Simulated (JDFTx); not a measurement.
# InP (F-43m) in JDFTx: reference runs

How does InP come out in PBE? The cell is run as given and disturbed.

All numbers are computed with JDFTx 1.7.0 (patched build); they aren't measurements. Logs are shortened: lines on timing, memory, paths and dates and some standing lists are left out, and cuts for length are marked. The log counts tension as positive stress, the text compression.

**The experiment to reproduce.**

From a printed reference work, data compilation, for a bulk crystal of InP at 1.6 K: band gap 1.4236 eV (direct).

The runs below are set against these values where they give the same quantity.

### 1 Starting point

The structure is cubic, space group F-43m (No. 216). Conventional cell: a = 5.861 Å, b = 5.861 Å, c = 5.861 Å, α = 90.00°, β = 90.00°, γ = 90.00°. Around In (site symmetry -43m) lie 4 P at 2.54 Å. P (site symmetry -43m) is surrounded by 4 In at 2.54 Å.

### 2 Single point, PBE

InP.in reads:

```
lattice \
    0.0000000000     5.5378424082     5.5378424082 \
    5.5378424082     0.0000000000     5.5378424082 \
    5.5378424082     5.5378424082     0.0000000000
coords-type Lattice
ion In     0.0000000000     0.0000000000     0.0000000000 1
ion P      0.7500000000     0.7500000000     0.7500000000 1

ion-species pseudo/In.upf
ion-species pseudo/P.upf
elec-cutoff 35
elec-ex-corr gga-PBE
kpoint-folding 8 8 8
elec-smearing Fermi 0.0018374661
elec-n-bands 15
electronic-SCF nIterations 100 energyDiffThreshold 1e-08
electronic-minimize nIterations 30 energyDiffThreshold 1e-7
converge-empty-states yes
forces-output-coords Cartesian

dump-name run.$VAR
dump End Ecomponents EigStats BandEigs Kpoints Forces Stress
```

Potentials or basis: PseudoDojo-SR-PBE-0.5-standard.

Run with:

```bash
> jdftx -c 1 -i InP.in -o InP.out
```

The log of the run:

```text
*************** JDFTx 1.7.0 (patched build) ***************

Input parsed successfully to the following command list (including defaults):
[... the input with its defaults ...]

---------- Setting up symmetries ----------

Found 48 point-group symmetries of the bravais lattice
Found 24 space-group symmetries with basis
Applied RMS atom displacement 0 bohrs to make symmetries exact.

---------- Initializing the Grid ----------
R =
[            0      5.53784      5.53784  ]
[      5.53784            0      5.53784  ]
[      5.53784      5.53784            0  ]
unit cell volume = 339.666
G =
[  -0.567295   0.567295   0.567295  ]
[   0.567295  -0.567295   0.567295  ]
[   0.567295   0.567295  -0.567295  ]
Minimum fftbox size, Smin = [  44  44  44  ]
Chosen fftbox size, S = [  48  48  48  ]

---------- Exchange Correlation functional ----------
Initalized PBE GGA exchange.
Initalized PBE GGA correlation.

---------- Setting up pseudopotentials ----------
Width of ionic core gaussian charges (only for fluid interactions / plotting) set to 0

Reading pseudopotential file 'pseudo/In.upf':
  'In' pseudopotential, 'PBE' functional
  Generated using ONCVPSP code by D. R. Hamann
  13 valence electrons, 3 orbitals, 6 projectors, 1001 radial grid points, with lMax = 2
    4D    l: 2   occupation: 10.0   eigenvalue: -0.684392
    5S    l: 0   occupation:  2.0   eigenvalue: -0.301765
    5P    l: 1   occupation:  1.0   eigenvalue: -0.092561
  Core radius for overlap checks: 2.17 bohrs.

Reading pseudopotential file 'pseudo/P.upf':
  'P' pseudopotential, 'PBE' functional
  Generated using ONCVPSP code by D. R. Hamann
  5 valence electrons, 2 orbitals, 6 projectors, 1001 radial grid points, with lMax = 2
    3S    l: 0   occupation:  2.0   eigenvalue: -0.513364
    3P    l: 1   occupation:  3.0   eigenvalue: -0.202372
  Core radius for overlap checks: 1.66 bohrs.

Initialized 2 species with 2 total atoms.

Folded 1 k-points by 8x8x8 to 512 k-points.

---------- Setting up k-points, bands, fillings ----------
Adding inversion symmetry to k-mesh for non-inversion-symmetric unit cell.
Reduced to 29 k-points under symmetry.
Computing the number of bands and number of electrons
Calculating initial fillings.
nElectrons:  18.000000   nBands: 15   nStates: 29

----- Setting up reduced wavefunction bases (one per k-point) -----
average nbasis = 3359.189 , ideal nbasis = 3359.293

---------- Setting up ewald sum ----------
Optimum gaussian width for ewald sums = 2.515192 bohr.
Real space sum over 1331 unit cells with max indices [  5  5  5  ]
Reciprocal space sum over 2197 terms with max indices [  6  6  6  ]

---------- Allocating electronic variables ----------
Initializing wave functions:  linear combination of atomic orbitals
Note: number of bands (15) exceeds available atomic orbitals (13)
In pseudo-atom occupations:   s ( 2 )  p ( 1 )  d ( 10 )
P pseudo-atom occupations:   s ( 2 )  p ( 3 )
	FillingsUpdate:  mu: +0.303578495  nElectrons: 18.000000
LCAOMinimize: Iter:   0  F: -63.2357043722577856  |grad|_K:  3.143e-03  alpha:  1.000e+00
	FillingsUpdate:  mu: +0.282924883  nElectrons: 18.000000
LCAOMinimize: Iter:   1  F: -63.2517670487392607  |grad|_K:  7.368e-05  alpha:  4.792e-01  linmin: -2.920e-01  cgtest:  8.215e-01
LCAOMinimize: Encountered beta<0, resetting CG.
	FillingsUpdate:  mu: +0.282566948  nElectrons: 18.000000
LCAOMinimize: Iter:   2  F: -63.2517771573779655  |grad|_K:  1.932e-05  alpha:  5.708e-01  linmin: -2.049e-05  cgtest:  2.615e-03
	FillingsUpdate:  mu: +0.282698168  nElectrons: 18.000000
LCAOMinimize: Iter:   3  F: -63.2517781073876932  |grad|_K:  1.282e-06  alpha:  7.800e-01  linmin: -5.420e-03  cgtest:  1.008e-02
	FillingsUpdate:  mu: +0.282695670  nElectrons: 18.000000
LCAOMinimize: Iter:   4  F: -63.2517781125760763  |grad|_K:  6.843e-08  alpha:  9.661e-01  linmin: -8.071e-04  cgtest: -2.427e-02
LCAOMinimize: Converged (|Delta F|<1.000000e-06 for 2 iters).

-------- Electronic minimization -----------
Will mix electronic density at each iteration.
	FillingsUpdate:  mu: +0.282695670  nElectrons: 18.000000
	FillingsUpdate:  mu: +0.272971254  nElectrons: 18.000000
SCF: Cycle:  0   F: -63.289182099030306   dF: -3.740e-02   |Residual|: 4.371e-02   |deigs|: 1.516e-01
	FillingsUpdate:  mu: +0.273410107  nElectrons: 18.000000
SCF: Cycle:  1   F: -63.289970014028164   dF: -7.879e-04   |Residual|: 2.518e-02   |deigs|: 9.182e-03
	FillingsUpdate:  mu: +0.275559205  nElectrons: 18.000000
SCF: Cycle:  2   F: -63.290090592827305   dF: -1.206e-04   |Residual|: 3.521e-03   |deigs|: 3.646e-03
	FillingsUpdate:  mu: +0.276072660  nElectrons: 18.000000
SCF: Cycle:  3   F: -63.290103724230136   dF: -1.313e-05   |Residual|: 1.746e-03   |deigs|: 1.203e-03
	FillingsUpdate:  mu: +0.276594068  nElectrons: 18.000000
SCF: Cycle:  4   F: -63.290107813094956   dF: -4.089e-06   |Residual|: 7.048e-04   |deigs|: 6.878e-04
	FillingsUpdate:  mu: +0.276607437  nElectrons: 18.000000
SCF: Cycle:  5   F: -63.290108967340764   dF: -1.154e-06   |Residual|: 1.814e-04   |deigs|: 5.623e-04
	FillingsUpdate:  mu: +0.276674759  nElectrons: 18.000000
SCF: Cycle:  6   F: -63.290109712709274   dF: -7.454e-07   |Residual|: 6.048e-05   |deigs|: 4.558e-04
	FillingsUpdate:  mu: +0.276677410  nElectrons: 18.000000
SCF: Cycle:  7   F: -63.290110086916457   dF: -3.742e-07   |Residual|: 1.951e-05   |deigs|: 4.589e-04
	FillingsUpdate:  mu: +0.276679349  nElectrons: 18.000000
SCF: Cycle:  8   F: -63.290110225174942   dF: -1.383e-07   |Residual|: 1.252e-05   |deigs|: 3.788e-04
	FillingsUpdate:  mu: +0.276679717  nElectrons: 18.000000
SCF: Cycle:  9   F: -63.290110312135255   dF: -8.696e-08   |Residual|: 5.180e-06   |deigs|: 5.765e-04
	FillingsUpdate:  mu: +0.276679988  nElectrons: 18.000000
SCF: Cycle: 10   F: -63.290110338796353   dF: -2.666e-08   |Residual|: 6.240e-06   |deigs|: 4.051e-04
	FillingsUpdate:  mu: +0.276680024  nElectrons: 18.000000
SCF: Cycle: 11   F: -63.290110354208501   dF: -1.541e-08   |Residual|: 1.977e-06   |deigs|: 3.899e-04
	FillingsUpdate:  mu: +0.276680226  nElectrons: 18.000000
SCF: Cycle: 12   F: -63.290110359414463   dF: -5.206e-09   |Residual|: 9.078e-07   |deigs|: 3.143e-04
	FillingsUpdate:  mu: +0.276680271  nElectrons: 18.000000
SCF: Cycle: 13   F: -63.290110361672475   dF: -2.258e-09   |Residual|: 6.064e-07   |deigs|: 7.869e-04
SCF: Converged (|Delta E|<1.000000e-08 for 2 iters).

Setting wave functions to eigenvectors of Hamiltonian
Converging empty states (this may take a while):
EmptyStates: None of the convergence criteria satisfied.
|deigs|: 8.474e-04

# Stress tensor in Cartesian coordinates [Eh/a0^3]:
[ -0.000115608            0            0  ]
[            0 -0.000115608            0  ]
[            0            0 -0.000115608  ]

# Ionic positions in lattice coordinates:
ion In   0.000000000000000   0.000000000000000   0.000000000000000 1
ion P   0.750000000000000   0.750000000000000   0.750000000000000 1

# Forces in Cartesian coordinates:
force In   0.000000000000000   0.000000000000000  -0.000000000000000 1
force P  -0.000000000000000  -0.000000000000000  -0.000000000000000 1

# Energy components:
   Eewald =      -44.8602020983078873
       EH =       18.4130107328703225
     Eloc =      -55.4356374194190735
      Enl =      -13.8153284146672313
      Exc =      -22.1156726541371889
 Exc_core =       10.1036139274904802
       KE =       44.4201057477753807
-------------------------------------
     Etot =      -63.2901101783951958
       TS =        0.0000001832772813
-------------------------------------
        F =      -63.2901103616724754

IonicMinimize: Iter:   0  F: -63.290110361672475  |grad|_K:  4.332e-36
IonicMinimize: Converged (|grad|_K<1.000000e-04).

#--- Lowdin population analysis ---
# oxidation-state In +0.325
# oxidation-state P -0.289

Dumping 'run.eigStats' ...
	eMin: -0.267531 at state 20 ( [ +0.000000 +0.500000 +0.500000 ] spin 0 )
	HOMO: +0.262458 at state 0 ( [ +0.000000 +0.000000 +0.000000 ] spin 0 )
	mu  : +0.276680
	LUMO: +0.288600 at state 0 ( [ +0.000000 +0.000000 +0.000000 ] spin 0 )
	eMax: +0.680838 at state 24 ( [ +0.125000 +0.375000 +0.500000 ] spin 0 )
	HOMO-LUMO gap: +0.026142
	Optical gap  : +0.026142 at state 0 ( [ +0.000000 +0.000000 +0.000000 ] spin 0 )
WARNING: the last solve of the electrons (or of bands or displaced states from it) ended unconverged.
Done!
[note: mu as printed may lie anywhere between the filled and the empty levels]
```

It took 1.7 min on 1 thread of Arm Neoverse V2, shared host; peak memory 0.12 GiB.

Results:

```
Free energy            : -1722.2116 eV
Pressure               : 3.4 GPa
Band gap on the k mesh : 0.71 eV, direct
Loewdin charges        : In +0.33; P -0.29 e
```

Levels at points of the mesh, in eV from the valence-band top:
```
           k point  band 5  band 6  band 7  band 8  band 9  band 10  band 11
(0.00, 0.00, 0.00)  -14.09  -11.52    0.00    0.00    0.00     0.71     4.09
(0.00, 0.00, 0.50)  -14.08   -9.80   -5.73   -0.97   -0.97     1.50     4.81
(0.00, 0.50, 0.50)  -14.06   -9.15   -5.75   -2.32   -2.32     1.76     2.27
```

Caveat: the empty levels aren't tightly converged; spin-orbit coupling is left out, which moves the levels of the heavy elements.

### 3 Single point, PBE (atoms moved at random, drawn with an rms of 0.05 Å)

InP.in: that of step 2 with these lines changed.

```diff
@@ -5,4 +5,4 @@
 coords-type Lattice
-ion In     0.0000000000     0.0000000000     0.0000000000 1
-ion P      0.7500000000     0.7500000000     0.7500000000 1
+ion In     0.0076490000    -0.0083110000    -0.0119070000 1
+ion P      0.7554720000     0.7458670000     0.7651810000 1
```

Potentials or basis: PseudoDojo-SR-PBE-0.5-standard.

Run with:

```bash
> jdftx -c 1 -i InP.in -o InP.out
```

Wall time 14 min (1 thread of Arm Neoverse V2, shared host); peak memory 0.73 GiB.

Results (log left out):

```
Free energy            : -1722.1533 eV
Pressure               : 3.8 GPa
Largest force          : 1.023 eV/Å
Band gap on the k mesh : 0.53 eV, direct
Loewdin charges        : In +0.33; P -0.29 e
```

Forces on the atoms (eV/Å):
```
In   0.776  0.629  0.223
P   -0.776 -0.628 -0.223
```

Stress tensor (GPa, compression positive):
```
3.61 0.64 2.12
0.64 3.73 2.63
2.12 2.63 3.94
```

Levels at points of the mesh, in eV from the valence-band top:
```
           k point  band 5  band 6  band 7  band 8  band 9  band 10  band 11
(0.00, 0.00, 0.00)  -14.29  -11.70   -0.43   -0.16    0.00     0.53     3.82
(0.00, 0.00, 0.50)  -14.27  -10.07   -5.64   -1.31   -1.00     1.15     4.29
(0.00, 0.50, 0.00)  -14.27  -10.00   -5.87   -1.39   -0.91     1.28     4.25
(0.00, 0.50, 0.50)  -14.26   -9.35   -5.92   -2.58   -2.42     1.50     2.14
(0.50, 0.00, 0.00)  -14.27   -9.99   -5.94   -1.38   -0.91     1.32     4.27
(0.50, 0.00, 0.50)  -14.26   -9.35   -5.94   -2.56   -2.43     1.52     2.11
(0.50, 0.50, 0.00)  -14.26   -9.35   -5.96   -2.50   -2.46     1.56     2.07
(0.50, 0.50, 0.50)  -14.29   -9.90   -6.22   -1.28   -1.03     1.49     4.54
```

Caveat: forces may be off by hundredths of an eV/Å; the empty levels aren't tightly converged; spin-orbit coupling is left out, which moves the levels of the heavy elements.

### 4 Against experiment

Step 2. Measured gap of InP: 1.4236 eV (direct; 1.6 K; a printed reference work, data compilation). This calculation gives 0.71 eV (-0.71 eV). Spin-orbit coupling on In is left out. The value is that of PBE, without temperature or zero-point motion. Semilocal functionals fall short of measured gaps as a rule.
